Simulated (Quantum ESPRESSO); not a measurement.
# Au (Fm-3m) in Quantum ESPRESSO: settings compared, part 2 of 2

Quantum ESPRESSO 7.5. Earlier steps stand in the parts before.

### Step 3. Phonons, LDA

Input file pw.in:

```
&CONTROL
  calculation = 'scf'
  prefix = 'pwscf'
  outdir = './tmp'
  pseudo_dir = './pseudo'
  tprnfor = .true.
  tstress = .true.
  disk_io = 'low'
/
&SYSTEM
  ibrav = 0
  nat = 1
  ntyp = 1
  ecutwfc = 64
  nbnd = 16
  occupations = 'smearing'
  smearing = 'mv'
  degauss = 0.01469973
/
&ELECTRONS
  conv_thr = 2d-10
  electron_maxstep = 120
  mixing_beta = 0.5
/
ATOMIC_SPECIES
Au   196.9666 Au.upf
CELL_PARAMETERS angstrom
   0.0000000000    2.0350000000    2.0350000000
   2.0350000000    0.0000000000    2.0350000000
   2.0350000000    2.0350000000    0.0000000000
ATOMIC_POSITIONS crystal
Au     0.0000000000    0.0000000000    0.0000000000
K_POINTS automatic
11 11 11 0 0 0
```

Input file relax.in:

```
&CONTROL
  calculation = 'vc-relax'
  prefix = 'pwscf'
  outdir = './tmp'
  pseudo_dir = './pseudo'
  tprnfor = .true.
  tstress = .true.
  disk_io = 'low'
  nstep = 40
  forc_conv_thr = 0.0001
  etot_conv_thr = 1d-06
/
&SYSTEM
  ibrav = 0
  nat = 1
  ntyp = 1
  ecutwfc = 64
  nbnd = 16
  occupations = 'smearing'
  smearing = 'mv'
  degauss = 0.01469973
/
&ELECTRONS
  conv_thr = 2d-10
  electron_maxstep = 120
  mixing_beta = 0.5
/
&IONS
  ion_dynamics = 'bfgs'
/
&CELL
  cell_dynamics = 'bfgs'
  press = 0
  press_conv_thr = 0.2
/
ATOMIC_SPECIES
Au   196.9666 Au.upf
CELL_PARAMETERS angstrom
   0.0000000000    2.0350000000    2.0350000000
   2.0350000000    0.0000000000    2.0350000000
   2.0350000000    2.0350000000    0.0000000000
ATOMIC_POSITIONS crystal
Au     0.0000000000    0.0000000000    0.0000000000
K_POINTS automatic
11 11 11 0 0 0
```

Input file scf2.in:

```
&CONTROL
  calculation = 'scf'
  prefix = 'pwscf'
  outdir = './tmp'
  pseudo_dir = './pseudo'
  tprnfor = .true.
  tstress = .true.
  disk_io = 'low'
/
&SYSTEM
  ibrav = 0
  nat = 1
  ntyp = 1
  ecutwfc = 64
  nbnd = 16
  occupations = 'smearing'
  smearing = 'mv'
  degauss = 0.01469973
/
&ELECTRONS
  conv_thr = 1d-13
  electron_maxstep = 120
  mixing_beta = 0.5
  startingpot = 'file'
  startingwfc = 'file'
/
ATOMIC_SPECIES
Au   196.9666 Au.upf
CELL_PARAMETERS angstrom
   0.0000000000    2.0179273386    2.0179273386
   2.0179273386    0.0000000000    2.0179273386
   2.0179273386    2.0179273386    0.0000000000
ATOMIC_POSITIONS crystal
Au     0.0000000000    0.0000000000    0.0000000000
K_POINTS automatic
11 11 11 0 0 0
```

Input file ph.in:

```
phonons of Au
&INPUTPH
  prefix = 'pwscf'
  outdir = './tmp'
  tr2_ph = 1d-16
  fildyn = 'dyn'
  niter_ph = 60
  alpha_mix(1) = 0.4
/
0.5303300859 0.5303300859 0.0000000000
```

Potentials or basis: PseudoDojo 0.4.1 SR LDA standard.

Run with:

```console
OMP_NUM_THREADS=1 pw.x -in pw.in > pw.out
OMP_NUM_THREADS=1 pw.x -in relax.in > relax.out
OMP_NUM_THREADS=1 pw.x -in scf2.in > scf2.out
OMP_NUM_THREADS=1 ph.x -in ph.in > ph.out
```

pw.out:

```text
This program is part of the open-source Quantum ESPRESSO suite
     for quantum simulation of materials; please cite
[... 9 lines left out ...]
     --------------------
     sticks:   dense  smooth     PW     G-vecs:    dense   smooth      PW
     Sum         511     511    163                 7799     7799    1411

     Using Slab Decomposition

     bravais-lattice index     =            0
     lattice parameter (alat)  =       5.4385  a.u.
     unit-cell volume          =     113.7417 (a.u.)^3
     number of atoms/cell      =            1
     number of atomic types    =            1
     number of electrons       =        19.00
     number of Kohn-Sham states=           16
     kinetic-energy cutoff     =      64.0000  Ry
     charge density cutoff     =     256.0000  Ry
     scf convergence threshold =      2.0E-10
     mixing beta               =       0.5000
     number of iterations used =            8  plain     mixing
     Exchange-correlation= SLA  PW   NOGX NOGC
                           (   1   4   0   0   0   0   0)

     celldm(1)=   5.438489  celldm(2)=   0.000000  celldm(3)=   0.000000
     celldm(4)=   0.000000  celldm(5)=   0.000000  celldm(6)=   0.000000

     crystal axes: (cart. coord. in units of alat)
               a(1) = (   0.000000   0.707107   0.707107 )
               a(2) = (   0.707107   0.000000   0.707107 )
               a(3) = (   0.707107   0.707107   0.000000 )

     reciprocal axes: (cart. coord. in units 2 pi/alat)
               b(1) = ( -0.707107  0.707107  0.707107 )
               b(2) = (  0.707107 -0.707107  0.707107 )
               b(3) = (  0.707107  0.707107 -0.707107 )

     PseudoPot. # 1 for Au read from file:
     Au.upf
     Pseudo is Norm-conserving + core correction, Zval = 19.0
     Generated using ONCVPSP code by D. R. Hamann
     Using radial grid of 1324 points,  7 beta functions with:
                l(1) =   0
                l(2) =   0
                l(3) =   1
                l(4) =   1
                l(5) =   2
                l(6) =   2
                l(7) =   3

     atomic species   valence    mass     pseudopotential
     Au               19.00   196.96660     Au( 1.00)

     48 Sym. Ops., with inversion, found

   Cartesian axes

     site n.     atom                  positions (alat units)
         1        Au     tau(   1) = (   0.0000000   0.0000000   0.0000000  )

     number of k points=    56  Marzari-Vanderbilt smearing, width (Ry)=  0.0147
                       cart. coord. in units 2pi/alat
        k(    1) = (   0.0000000   0.0000000   0.0000000), wk =   0.0015026
        k(    2) = (   0.0642824   0.0642824  -0.0642824), wk =   0.0120210
        k(    3) = (   0.1285649   0.1285649  -0.1285649), wk =   0.0120210
        k(    4) = (   0.1928473   0.1928473  -0.1928473), wk =   0.0120210
        k(    5) = (   0.2571297   0.2571297  -0.2571297), wk =   0.0120210
        k(    6) = (   0.3214122   0.3214122  -0.3214122), wk =   0.0120210
[... 48 lines left out ...]
        k(   55) = (  -0.0642824  -0.4499770   0.7071068), wk =   0.0360631
        k(   56) = (   0.0000000  -0.3856946   0.6428243), wk =   0.0360631

     Dense  grid:     7799 G-vectors     FFT dimensions: (  27,  27,  27)

     Initial potential from superposition of free atoms

     starting charge      18.9999, renormalised to      19.0000
     Starting wfcs are   10 randomized atomic wfcs +    6 random wfcs

     Self-consistent Calculation

     iteration #  1     ecut=    64.00 Ry     beta= 0.50
     Davidson diagonalization with overlap
     ethr =  1.00E-02,  avg # of iterations =  4.8

     Threshold (ethr) on eigenvalues was too large:
     Diagonalizing with lowered threshold

     Davidson diagonalization with overlap
     ethr =  3.70E-04,  avg # of iterations =  1.6

     total energy              =    -295.08963792 Ry
     estimated scf accuracy    <       0.06959373 Ry

     iteration #  2     ecut=    64.00 Ry     beta= 0.50
     Davidson diagonalization with overlap
     ethr =  3.66E-04,  avg # of iterations =  2.1
[... 36 lines left out ...]
     total energy              =    -295.10795083 Ry
     estimated scf accuracy    <          2.4E-10 Ry

     iteration #  8     ecut=    64.00 Ry     beta= 0.50
     Davidson diagonalization with overlap
     ethr =  1.27E-12,  avg # of iterations =  1.5

     End of self-consistent calculation

          k = 0.0000 0.0000 0.0000 (   941 PWs)   bands (ev):

   -85.1637 -36.2911 -36.2911 -36.2911  10.5422  15.8694  15.8694  15.8694
    17.4384  17.4384  35.0860  39.0754  39.0754  39.0754  44.1642  48.6348

          k = 0.0643 0.0643-0.0643 (   950 PWs)   bands (ev):

   -85.1630 -36.3095 -36.2939 -36.2939  10.8316  15.7770  15.9668  15.9668
    17.3968  17.3968  35.4123  37.4868  39.4218  39.4218  44.8944  46.8899

          k = 0.1286 0.1286-0.1286 (   974 PWs)   bands (ev):
[... 96 lines left out ...]
   -85.1513 -36.4866 -36.3748 -36.3316  13.9735  15.4723  16.4445  16.4562
    18.1173  21.0672  25.7741  32.7642  36.4076  37.6205  44.1016  45.8995

          k =-0.0643-0.3214 0.3214 (   985 PWs)   bands (ev):

   -85.1537 -36.4552 -36.3673 -36.3202  13.9011  15.4768  15.8561  16.5705
    17.4272  19.6875  29.0488  32.9042  37.0214  39.9703  41.7334  45.9565

          k = 0.0000-0.2571 0.2571 (   977 PWs)   bands (ev):

   -85.1564 -36.4167 -36.3465 -36.3093  13.1495  15.2439  16.0734  16.7645
    16.8137  18.6574  31.9867  34.0031  38.2697  39.7511  42.4463  45.1248

          k = 0.3857 0.0000-0.0000 (   990 PWs)   bands (ev):

   -85.1558 -36.4172 -36.3418 -36.3418  13.2813  14.5712  16.6522  17.3463
    17.3463  18.0924  34.7369  34.7369  35.9812  37.1464  38.3605  46.7611

          k = 0.4500 0.0643-0.0643 (   998 PWs)   bands (ev):
[... 36 lines left out ...]
   -85.1487 -36.4871 -36.4037 -36.3683  13.8498  14.3045  17.2698  17.9691
    18.7824  23.0477  26.0114  29.2571  32.1845  38.5669  42.4645  46.9329

          k =-0.0000-0.5143 0.5143 (   985 PWs)   bands (ev):

   -85.1488 -36.4654 -36.4328 -36.3590  14.1379  14.8407  16.5294  17.6110
    18.4537  24.0125  25.7521  27.9501  33.6377  38.0892  45.1567  46.3789

          k = 0.6428-0.0000 0.0000 (   986 PWs)   bands (ev):

   -85.1488 -36.5042 -36.3777 -36.3777  13.4668  13.7972  18.6052  18.9022
    18.9022  20.8586  27.2042  30.7639  30.7639  37.8526  40.4435  47.8834

          k =-0.0000-0.6428 0.6428 (   981 PWs)   bands (ev):

   -85.1482 -36.5032 -36.3872 -36.3770  13.5567  13.8769  18.3920  18.4764
    18.9366  22.3281  26.1360  29.8870  30.9453  38.5188  40.7986  47.4910

          k = 0.2571 0.1286 0.0000 (   972 PWs)   bands (ev):

   -85.1589 -36.3788 -36.3252 -36.3088  12.3152  15.2237  16.2543  16.5654
    16.9905  17.9220  34.3619  35.6834  38.3864  39.1076  42.4242  44.3888

          k = 0.3214 0.1928-0.0643 (   974 PWs)   bands (ev):

   -85.1557 -36.4265 -36.3427 -36.3175  13.2664  15.1953  15.9681  16.6564
    17.4027  18.6011  31.2579  34.8242  37.2749  39.5782  42.5076  44.3702

          k = 0.3857 0.2571-0.1286 (   989 PWs)   bands (ev):
[... 26 lines left out ...]
   -85.1500 -36.4825 -36.3976 -36.3479  14.3490  15.1317  16.1332  16.8823
    18.4662  23.1397  24.3300  31.5621  34.0366  38.3790  44.4244  47.3547

          k =-0.0643-0.3214 0.4500 (   986 PWs)   bands (ev):

   -85.1511 -36.4691 -36.3952 -36.3387  14.4780  15.2697  15.6142  16.9791
    18.0109  21.1451  27.3092  31.0990  35.1791  39.1326  42.9695  46.8775

          k = 0.0000-0.2571 0.3857 (   984 PWs)   bands (ev):

   -85.1533 -36.4490 -36.3745 -36.3269  14.1896  15.0579  15.6094  17.1074
    17.3776  19.7319  30.0032  31.9644  36.3023  40.7420  40.9684  46.4080

          k = 0.5143 0.1286 0.0000 (   992 PWs)   bands (ev):

   -85.1512 -36.4714 -36.3741 -36.3609  13.9162  14.2617  16.7546  18.1780
    18.2359  19.8765  29.8523  31.6225  32.6380  39.1401  40.1919  46.9454

          k =-0.1286-0.5143 0.6428 (   987 PWs)   bands (ev):

   -85.1495 -36.4793 -36.3965 -36.3664  14.0876  14.4764  16.5247  17.8438
    18.6921  21.9687  27.1811  30.3954  31.8774  39.5035  42.2956  46.2482

          k =-0.0643-0.4500 0.5785 (   986 PWs)   bands (ev):

   -85.1489 -36.4680 -36.4240 -36.3629  14.3097  14.8901  16.1826  17.4586
    18.6287  24.1375  25.2045  28.9869  32.5528  39.2879  44.7351  45.7792

          k = 0.0000-0.3857 0.5143 (   992 PWs)   bands (ev):

   -85.1498 -36.4541 -36.4343 -36.3521  14.6487  15.1948  15.6383  17.2424
    18.2595  22.6671  27.7566  27.8548  33.9138  39.1889  43.8958  47.5400

          k =-0.0643-0.5785 0.7071 (   989 PWs)   bands (ev):

   -85.1489 -36.4952 -36.3880 -36.3776  13.7266  14.0115  17.6997  18.3550
    18.9016  22.1775  26.8186  30.2017  30.6293  39.3679  40.7585  47.1007

          k =-0.0000-0.5143 0.6428 (   986 PWs)   bands (ev):
[... 11 lines left out ...]
   -85.1491 -36.4645 -36.4208 -36.3632  14.7438  14.9720  15.5816  17.3248
    18.6004  23.3304  26.1103  29.5073  31.9975  40.6236  43.3074  47.2526

          k =-0.0643-0.4500 0.7071 (   986 PWs)   bands (ev):

   -85.1485 -36.4709 -36.4153 -36.3769  14.3449  14.6479  16.2132  17.6344
    18.8994  23.8988  26.5507  28.6594  30.5393  41.8449  42.4381  45.3049

          k = 0.0000-0.3857 0.6428 (   988 PWs)   bands (ev):

   -85.1485 -36.4511 -36.4388 -36.3756  14.5628  15.0924  15.6817  17.3179
    18.8958  24.7643  26.5253  27.5062  30.7398  41.7961  43.7743  45.5801

     the Fermi energy is    20.6052 ev

!    total energy              =    -295.10795083 Ry
     estimated scf accuracy    <          3.6E-11 Ry
     smearing contrib. (-TS)   =       0.00003009 Ry
     internal energy E=F+TS    =    -295.10798093 Ry

     The total energy is F=E-TS. E is the sum of the following terms:
     one-electron contribution =     -81.20418217 Ry
     hartree contribution      =      51.58811137 Ry
     xc contribution           =     -50.29293385 Ry
     ewald contribution        =    -215.19897628 Ry

     convergence has been achieved in   8 iterations

     Forces acting on atoms (cartesian axes, Ry/au):

     atom    1 type  1   force =     0.00000000    0.00000000    0.00000000

     Total force =     0.000000     Total SCF correction =     0.000000

     Computing stress (Cartesian axis) and pressure

          total   stress  (Ry/bohr**3)                   (kbar)     P=      -51.41
  -0.00034947  -0.00000000  -0.00000000          -51.41       -0.00       -0.00
  -0.00000000  -0.00034947  -0.00000000           -0.00      -51.41       -0.00
  -0.00000000  -0.00000000  -0.00034947           -0.00       -0.00      -51.41

=------------------------------------------------------------------------------=
   JOB DONE.
=------------------------------------------------------------------------------=
```

Run time: 14 min. Hardware: 1 thread of Arm Neoverse V1, shared host; peak memory 0.09 GiB.

What came out:

```yaml
Free_energy: -4015.1513 eV
Relaxed_volume: 16.43 Å³/atom
Relaxed_cell: a = 2.854 Å, b = 2.854 Å, c = 2.854 Å, α = 60.00°, β = 60.00°, γ = 60.00°
Space_group_after_relaxing_to_0.05_Å: Fm-3m (No. 225)
Pressure_after_relaxing: -0.4 GPa
Band_gap_on_the_k_mesh: none (metal or under the smearing width)
Highest_phonon_frequency_at_the_q_point_run: 128 cm⁻¹
```

The path:
```tsv
step	energy change (eV)	largest force (eV/Å)	pressure (GPa)	volume (Å³)
1	0.0000	0.0000	-5.14	16.85
2	-0.0069	0.0000	0.22	16.42
3	-0.0069	0.0000	-0.01	16.43
```

Final structure:
```xyz
1
Lattice="0.0000 2.0179 2.0179 2.0179 0.0000 2.0179 2.0179 2.0179 0.0000" Properties=species:S:1:pos:R:3 pbc="T T T"
Au    0.0000    0.0000    0.0000
```

Phonon frequencies in cm⁻¹ (negative: imaginary):
| q point | frequencies |
| --- | --- |
| (0.375, 0.375, 0.750) | 60 91 128 |

Phonon modes at q = (0.375, 0.375, 0.750) in reciprocal lattice units:
```csv
mode,symmetry,cm⁻¹
1,B_1,60
2,A_1,91
3,B_2,128
```

Caveat: the q point doesn't lie on the k mesh, which can shift a metal's frequencies strongly unless the mesh is converged. Spin-orbit coupling is left out, which matters for the levels of Au.
